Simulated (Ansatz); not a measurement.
## Sb under changes of volume

One of the cells (29.904 Å³/atom); the others are scaled copies at fixed shape and fractional positions:

```
Sb
1.0
     3.12240    0.00000    0.00000
     0.00000    4.34752    0.00000
    -0.03891    0.00000    4.40585
Sb
2
Direct
  0.01139 0.25000 0.24117
  0.98861 0.75000 0.75883
```

This isn't the form of Sb at room conditions, which is rhombohedral.

| Item | Value |
| --- | --- |
| Program | Ansatz 0.2.0 |
| Functional | PBEsol |
| Potentials or basis | Ansatz PAW earlier set |
| Cutoff | 460 eV (not typed: the program's choice for these potentials) |
| k mesh | 9 × 6 × 6 |
| Occupations | fermi-dirac, width 0.05 eV |
| Spin | no spin polarisation |

```csv
volume (Å³/atom),energy over the lowest point (meV/atom),pressure (GPa),largest force (eV/Å)
28.110,2.64,1.4,0.140
28.708,0.00,0.1,0.103
29.306,2.12,-1.1,0.071
29.904,8.47,-2.2,0.046
30.502,18.55,-3.1,0.032
31.100,31.95,-4.0,0.039
31.698,?,?,?
```

What does the run at 31.698 Å³/atom give?

Energy over the lowest point 48.31 meV/atom; pressure -4.8 GPa; largest force 0.056 eV/Å.

Worked out: A Birch-Murnaghan fit of order 3 (a polynomial in V^(-2/3)) to the other rows has its minimum at 28.73 Å³/atom with B0 = V·E''(V) = 61 GPa and B' = 4.8 at fixed shape and positions, which overstates the stiffness. It gives 48.28 meV/atom at 31.698 Å³/atom, against the run's 48.31, and -dE/dV = -4.7 GPa, against -4.8.

Energies are extrapolated to zero smearing.

Caveats: the PAW data sets come from PBE, with cores solved anew for the run's functional, which leaves a small shift of forces and pressure.
